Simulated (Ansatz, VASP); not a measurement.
## One calculation of As, two programs

The input INCAR:

```
SYSTEM = As
PREC     = Accurate       ! precision mode
ENCUT    = 520            ! plane-wave cutoff, eV
EDIFF    = 1E-6           ! SCF threshold, eV
ISMEAR   = 0              ! smearing method
SIGMA    = 0.013000000000000001 ! smearing width, eV
LREAL    = .FALSE.        ! projectors in reciprocal space
LASPH    = .TRUE.         ! aspherical terms in the spheres
NELM     = 100            ! most SCF steps
ALGO     = Normal         ! electronic algorithm
ISIF     = 2              ! what is computed and relaxed
LWAVE    = .FALSE.        ! write WAVECAR
LCHARG   = .FALSE.        ! write CHGCAR
GGA      = PE             ! functional
NBANDS   = 8              ! bands
```

KPOINTS

```
regular mesh
0
G
  10 10 10
  0 0 0
```

Contents of POSCAR:

```
As
1.0
    2.7036817444      0.0000000000      0.0000000000
    0.0000000000      2.7036817444      0.0000000000
    0.0000000000      0.0000000000      2.7036817444
As
1
Direct
    0.5000000000      0.5000000000      0.5000000000
```

Contents of input.yaml:

```yaml
crystal:
  lattice:
    - [2.7036817444, 0.0, 0.0]
    - [0.0, 2.7036817444, 0.0]
    - [0.0, 0.0, 2.7036817444]
  atoms:
    - { symbol: As, position: [0.5, 0.5, 0.5] }
hamiltonian:
  xc: pbe
  pseudopotentials: { kind: paw }
kpoints:
  mp_grid: { grid: [10, 10, 10] }
scf:
  occupations: { method: gaussian, width: 0.013 }
output:
  forces: true
  stress: true
  eigenvalues: true
```

This isn't the form of As at room conditions, which is rhombohedral.

Alike in both runs: task single point; functional PBE; k mesh 10 × 10 × 10; occupations gaussian, width 0.013 eV; no spin polarisation.

|  | VASP | Ansatz |
| --- | --- | --- |
| version | VASP 6.6.1 | Ansatz 0.2.0 |
| potentials or method | VASP PAW PBE potentials, release 64 (As) | Ansatz PAW |
| plane-wave cutoff (eV) | 520 | 420 |
| valence electrons in the cell | 5 | 15 |

Ansatz gave:

* gap on the k mesh at the Fermi level (eV): none
* pressure (GPa): 2.3

Which values does VASP return?

gap on the k mesh at the Fermi level (eV): none; pressure (GPa): 2.5.

A gap of «none» marks a metal or a gap that the smearing closes. With one functional, cell and mesh, what is left measures potentials, basis and numerics. The two sets of potentials don't hold the same shells in valence.
